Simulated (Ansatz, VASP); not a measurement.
## One calculation of Si2Ni, two programs

The input INCAR:

```
PREC = Accurate ; ENCUT = 520
EDIFF = 1E-6 ; ISMEAR = 0
SIGMA = 0.02 ; LREAL = F
LASPH = T ; NELM = 150
ALGO = Normal ; ISIF = 2
LWAVE = F ; LCHARG = F
ISPIN = 2 ; MAGMOM = 0 0 0
LORBIT = 11 ; LMAXMIX = 4
LDAU = T ; LDAUTYPE = 2
LDAUL = 2 -1 ; LDAUU = 7 0
LDAUJ = 0 0 ; LDAUPRINT = 1
GGA = PS ; NBANDS = 20
```

File KPOINTS:

```
Automatic mesh
0
Gamma
  9 9 9
```

POSCAR

```
Si2Ni
1.0
    0.0000000000      2.7030000000      2.7030000000
    2.7030000000      0.0000000000      2.7030000000
    2.7030000000      2.7030000000      0.0000000000
Ni Si
1 2
Direct
    0.0000000000      0.0000000000      0.0000000000
    0.7500000000      0.7500000000      0.7500000000
    0.2500000000      0.2500000000      0.2500000000
```

Contents of input.yaml:

```yaml
crystal:
  lattice:
    - [0.0, 2.703, 2.703]
    - [2.703, 0.0, 2.703]
    - [2.703, 2.703, 0.0]
  atoms:
    - { symbol: Ni, position: [0.0, 0.0, 0.0] }
    - { symbol: Si, position: [0.75, 0.75, 0.75] }
    - { symbol: Si, position: [0.25, 0.25, 0.25] }
hamiltonian:
  xc: pbesol
  pseudopotentials: { kind: paw, level: accurate }
  hubbard: { sites: [{ species: Ni, l: d, u_eff: 7.0 }] }
magnetization:
  spin_polarized: true
kpoints:
  mp_grid: { grid: [9, 9, 9] }
scf:
  occupations: { method: gaussian, width: 0.02 }
output:
  forces: true
  stress: true
  eigenvalues: true
```

Alike in both runs: task single point; functional PBEsol; k mesh 9 × 9 × 9; occupations gaussian, width 0.02 eV; collinear spin; Hubbard terms Ni d U = 7.0 eV.

|  | VASP | Ansatz |
| --- | --- | --- |
| version | VASP 6.6.1 | Ansatz 0.2.0 |
| potentials or method | VASP PAW PBE potentials, release 64 (Ni, Si) | Ansatz PAW earlier set |
| plane-wave cutoff (eV) | 520 | 1080 |
| valence electrons in the cell | 18 | 26 |

```tsv
	VASP	Ansatz	Ansatz less VASP
gap on the k mesh at the Fermi level (eV)	none	none	-
pressure (GPa)	-8.2	-1.1	+7.15
net moment per atom (μB)	0.00	0.00	0.000
```

The programs project onto different local orbitals, so the same U acts differently. A gap of «none» marks a metal or a gap that the smearing closes. The two sets of potentials don't hold the same shells in valence.

Caveats: the U is typed as a test and isn't derived for this compound; the PAW data sets were made with another functional, which shifts forces and pressure a little (VASP); the magnetic or orbital state may not be the lowest (Ansatz); the PAW data sets come from PBE, with cores solved anew for the run's functional, which leaves a small shift of forces and pressure (Ansatz). The state reached can hang on the start; a lower one may exist.
